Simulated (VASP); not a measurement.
ZnO: relaxation of the atoms with PBE

**Measured values to compare with.**

“Electronic structure of alkaline earth and post-transition metal oxides”, 2009, arxiv:0908.1581 quotes, for a bulk crystal of ZnO: band gap 3.37 eV.

ZnO:

```
Zn O
1.0
     3.24940    0.00000    0.00000
    -1.62470    2.81406    0.00000
     0.00000    0.00000    5.20380
Zn O
2 2
Cartesian
  0.0000 1.8760 0.0000
  1.6247 0.9380 2.6019
  0.0000 1.8760 1.9884
  1.6247 0.9380 4.5903
```

- Program: VASP 6.6.1
- Task: relaxation of the atoms
- Functional: PBE
- Potentials or basis: VASP PAW PBE potentials, release 64 (Zn, O)
- Cutoff: 520 eV
- k mesh: 8 × 8 × 5
- Occupations: gaussian, width 0.02 eV
- Spin: no spin polarisation
- Stress gpa: 0
- Further INCAR settings: ALGO = Fast; EDIFF = 1e-08; IBRION = 2; EDIFFG = -0.0005; NSW = 40

The energy gained by relaxing is 0.0 meV/atom and the ionic steps are 3. The pressure after relaxing is 6.0 GPa and the band gap on the k mesh is 0.79 eV, direct.

Stress tensor (GPa, compression positive):
```
5.76 0.00 0.00
0.00 5.76 0.00
0.00 0.00 6.50
```

The path:
| step | energy change (eV) | largest force (eV/Å) | pressure (GPa) |
| --- | --- | --- | --- |
| 1 | 0.0000 | 0.0327 | 6.00 |
| 2 | -0.0001 | 0.0121 | 6.00 |
| 3 | -0.0002 | 0.0000 | 6.01 |

Final structure:
```
Zn O
1.0
     3.24940    0.00000    0.00000
    -1.62470    2.81406    0.00000
     0.00000    0.00000    5.20380
Zn O
2 2
Direct
  0.33333 0.66667 0.00047
  0.66667 0.33333 0.50047
  0.33333 0.66667 0.38163
  0.66667 0.33333 0.88163
```

Levels at points of the mesh, in eV from the valence-band top:
```
           k point  band 16  band 17  band 18  band 19  band 20  band 21
(0.00, 0.00, 0.00)    -0.09     0.00     0.00     0.79     5.20     8.26
(0.50, 0.00, 0.00)    -2.28    -1.27    -0.85     5.77     6.86     7.63
```

Run time: 44 s on 1 thread of Intel(R) Xeon(R) Platinum 8375C CPU @ 2.90GHz (Ice Lake), on a shared host, peak memory 0.17 GiB.

Measured gap of ZnO: 3.37 eV (quoted in “Electronic structure of alkaline earth and post-transition metal oxides”, 2009, arxiv:0908.1581). This calculation gives 0.79 eV (-2.58 eV). So large a miss can be the level of theory's own, or it may mean another phase, state or a wrong row. The value is that of PBE, without temperature or zero-point motion. Semilocal functionals fall short of measured gaps as a rule.
